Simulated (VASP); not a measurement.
Here is a VASP 6.6.1 calculation.

Contents of INCAR:

```
SYSTEM = InAs
PREC     = Accurate       ! precision mode
ENCUT    = 520            ! plane-wave cutoff, eV
EDIFF    = 1E-7           ! SCF threshold, eV
ISMEAR   = 0              ! smearing method
SIGMA    = 0.1            ! smearing width, eV
LREAL    = .False.        ! projectors in reciprocal space
LASPH    = .True.         ! aspherical terms in the spheres
NELM     = 100            ! most SCF steps
ALGO     = Normal         ! electronic algorithm
ISIF     = 2              ! what is computed and relaxed
LWAVE    = .False.        ! write WAVECAR
LCHARG   = .False.        ! write CHGCAR
GGA      = PS             ! functional
NBANDS   = 16             ! bands
```

File KPOINTS:

```
Automatic mesh
0
Gamma
  10 10 10
  0 0 0
```

Contents of POSCAR:

```
InAs
1.0
    0.0000000000      2.9899504516      2.9467908916
    2.9467908916      0.0000000000      2.9467908916
    2.9467908916      2.9899504516      0.0000000000
In As
1 1
Direct
    0.4739339326      0.5260660674      0.4739339326
    0.0260660674     -0.0260660674      0.0260660674
```

Potentials or basis: VASP PAW PBE potentials, release 64 (In_d, As).

Command:

```sh
$ cat potpaw_PBE.64/In_d/POTCAR potpaw_PBE.64/As/POTCAR > POTCAR
$ mpirun -np 1 vasp_std > vasp.out
```

Task: What does it give for the band gap on the k mesh?

Result: None (metal or under the smearing width).

Task: Estimate the largest force.

Result: 0.411 eV/Å.

Stress tensor (GPa, compression positive):
```
-7.39  0.00  0.00
 0.00 -2.21  0.00
 0.00  0.00 -7.39
```

Caveat: the PAW data sets were made with another functional, which shifts forces and pressure a little.
